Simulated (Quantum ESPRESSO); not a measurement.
C:

```
CELL_PARAMETERS angstrom
2.12732 -1.22828 0.00000
2.12732 1.22828 0.00000
-1.37907 0.00000 3.50283
ATOMIC_POSITIONS crystal
C 0.16664 0.16664 0.99991
C 0.83336 0.83336 0.00009
```

This is a stacking variant of graphite.

Base run:

```yaml
Program: Quantum ESPRESSO 7.5
Functional: r2SCAN
Potentials_or_basis: SG15 PBE 1.2
Cutoff: 1197 eV
Density_cutoff: 4789 eV
k_mesh: 13 × 13 × 8
Occupations: fermi-dirac, width 0.05 eV
Spin: no spin polarisation
```

Its results: band gap on the k mesh 0.99 eV, indirect (least direct gap 1.00 eV); pressure -0.9 GPa; largest force 0.016 eV/Å.

Q: The run is repeated on the same cell with these changes: functional from r2SCAN to PBEsol; potentials or basis from SG15 PBE 1.2 to GBRV 1.5 PBEsol; cutoff from 1197 eV to 612 eV; density cutoff from 4789 eV to 4898 eV. What comes out?

A: Band gap on the k mesh 0.92 eV, indirect (least direct gap 0.93 eV); pressure 0.9 GPa; largest force 0.005 eV/Å.

Caveats: the mesh misses the band edges, which the band path finds closer together; the potentials were made for another functional, which shifts forces and pressure (some runs); this functional lacks dispersion, which binds the layers, so the pressure and a relaxed spacing across them are unreliable (some runs).
